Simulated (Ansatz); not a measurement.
NiO under changes of volume

One of the cells (9.076 Å³/atom); the others are scaled copies at fixed shape and fractional positions:

```xyz
2
Lattice="0.0000 2.0859 2.0859 2.0859 0.0000 2.0859 2.0859 2.0859 0.0000" Properties=species:S:1:pos:R:3 pbc="T T T"
Ni    0.0000    0.0000    0.0000
O     2.0859    2.0859    2.0859
```

* Program: Ansatz 0.2.0
* Functional: revPBE
* Dispersion: D3(BJ)
* Potentials or basis: Ansatz NC
* Cutoff: 1400 eV (not typed: the program's choice for these potentials)
* k mesh: 11 × 11 × 11
* Occupations: methfessel-paxton, width 0.1 eV
* Spin: collinear spin, ferromagnetic start
* Starting moments: [1.0, 0.0] μB
* Hubbard terms: Ni d U = 7 eV

| volume (Å³/atom) | energy over the lowest point (meV/atom) | pressure (GPa) | gap on the mesh (eV) |
| --- | --- | --- | --- |
| 8.531 | 132.62 | 37.5 | 2.04 |
| 8.713 | 93.49 | 31.5 | 1.93 |
| 8.894 | 61.40 | 25.1 | 1.83 |
| 9.076 | ? | ? | ? |
| 9.257 | 18.67 | 13.0 | 1.64 |
| 9.439 | 6.76 | 8.1 | 1.56 |
| 9.620 | 0.00 | 3.9 | 1.47 |

Q: What does the run at 9.076 Å³/atom give?

A: Energy over the lowest point 36.60 meV/atom; pressure 18.8 GPa; gap on the mesh 1.74 eV.

Worked out: A Birch-Murnaghan fit of order 3 (a polynomial in V^(-2/3)) to the other rows has its minimum at 9.76 Å³/atom, just outside them, with B0 = V·E''(V) = 232 GPa and B' = 3.1. It gives 36.85 meV/atom at 9.076 Å³/atom, against the run's 36.60, and -dE/dV = 18.8 GPa, against 18.8. A straight line through the other rows of the gap, of slope -4.71 eV per unit of ln V, gives 1.74 eV, against the run's 1.74.

Energies are extrapolated to zero smearing.

Caveats: the potentials were made for another functional, which shifts forces and pressure; the magnetic or orbital state may not be the lowest; odd divisions of the mesh miss points on the zone boundary, where band edges often lie, so the gap on the mesh can be too wide; a cell with one magnetic atom can't hold antiferromagnetic order, which such compounds often take.

A mesh can miss the band edges.
